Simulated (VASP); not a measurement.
Wanted: the native input for a VASP 6.6.1 run.

```
Task                   : relaxation of cell and atoms
Functional             : TPSS
Potentials or basis    : VASP PAW PBE potentials, release 64 (Te, Sn_d)
Cutoff                 : 600 eV
k mesh                 : 7 × 7 × 7
Occupations            : gaussian, width 0.05 eV
Spin                   : no spin polarisation
Further INCAR settings : ALGO = Normal; EDIFF = 1e-07; IBRION = 2; EDIFFG = -0.005; NSW = 40; ISIF = 3
```

The structure of SnTe lies in POSCAR:

```
SnTe
1.0
    3.9047000000      0.0000000000      0.0000000000
    0.0000000000      3.9047000000      0.0000000000
    0.0000000000      0.0000000000      3.9047000000
Te Sn
1 1
Direct
    0.5000000000      0.5000000000      0.5000000000
    0.0000000000      0.0000000000      0.0000000000
```

Measurements of this composition are mostly on another form, of space group No. 225.

One way to write it, as run:

INCAR

```
SYSTEM = SnTe
PREC = Accurate
ENCUT = 600
EDIFF = 1E-7
ISMEAR = 0
SIGMA = 0.05
LREAL = .False.
LASPH = .True.
NELM = 100
ALGO = Normal
ISIF = 3
LWAVE = .False.
LCHARG = .False.
METAGGA = TPSS
LMIXTAU = .True.
IBRION = 2
NSW = 40
EDIFFG = -0.005
```

KPOINTS

```
Automatic mesh
0
Gamma
  7 7 7
  0 0 0
```

Potentials or basis: VASP PAW PBE potentials, release 64 (Te, Sn_d).

Launch:

```sh
$ cat potpaw_PBE.64/Te/POTCAR potpaw_PBE.64/Sn_d/POTCAR > POTCAR
$ mpirun -np 1 vasp_std > vasp.out
```

Results of the run:

```yaml
Relaxed_volume: 28.11 Å³/atom
Relaxed_cell: a = 3.831 Å, b = 3.831 Å, c = 3.831 Å, α = 90.00°, β = 90.00°, γ = 90.00°
Space_group_after_relaxing_to_0.05_Å: Pm-3m (No. 221)
Energy_gained_by_relaxing: 11.0 meV/atom
Ionic_steps: 3
Pressure_after_relaxing: 0.0 GPa
Band_gap_on_the_k_mesh: none (metal or under the smearing width)
```

Caveat: the PAW data sets were made with another functional, which shifts forces and pressure a little.

Run time: 2.7 min on 1 thread of AMD EPYC 9R45 (Zen 5) (shared host), peak memory 0.17 GiB.
